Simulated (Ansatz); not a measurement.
Sb2Te3:
```cif
data_Sb6Te9
_chemical_formula_sum 'Sb6 Te9'
_space_group_name_H-M_alt 'R-3m :H'
_space_group_IT_number 166
_space_group_name_Hall '-R 3 2"'
_cell_length_a 4.30617
_cell_length_b 4.30617
_cell_length_c 31.83872
_cell_angle_alpha 90.000
_cell_angle_beta 90.000
_cell_angle_gamma 120.000
loop_
_atom_site_label
_atom_site_type_symbol
_atom_site_symmetry_multiplicity
_atom_site_Wyckoff_symbol
_atom_site_fract_x
_atom_site_fract_y
_atom_site_fract_z
_atom_site_occupancy
Sb1 Sb 6 c 0.00000 0.00000 0.39576 1
Te1 Te 3 a 0.00000 0.00000 0.00000 1
Te2 Te 6 c 0.00000 0.00000 0.21775 1
```
(The calculation used a cell of 5 atoms; values per cell refer to that cell.)

This is the r²SCAN-relaxed structure.

### Question
All from r²SCAN (plane waves, PAW; program Ansatz), unless another level is named. Predict the HSE06 gap on the r²SCAN cell.

### Answer
0.61 eV.

### Question
Next, the formation energy from the elements (no fitted shifts)?

### Answer
-0.13 eV/atom.

### Question
What about the gap with spin–orbit coupling?

### Answer
0.10 eV.

### Question
And the band gap?

### Answer
0.47 eV (direct).

### Question
What about the weight of the valence-edge state by species (Voronoi cells)?

### Answer
Te 74 %, Sb 26 %.

The cell was relaxed with r²SCAN under the symmetry of its start. The references are the lowest solids computed at this level, not always the standard phases. Spin–orbit coupling is left out wherever it is not named.

Potentials: the later of the program's two PAW sets.
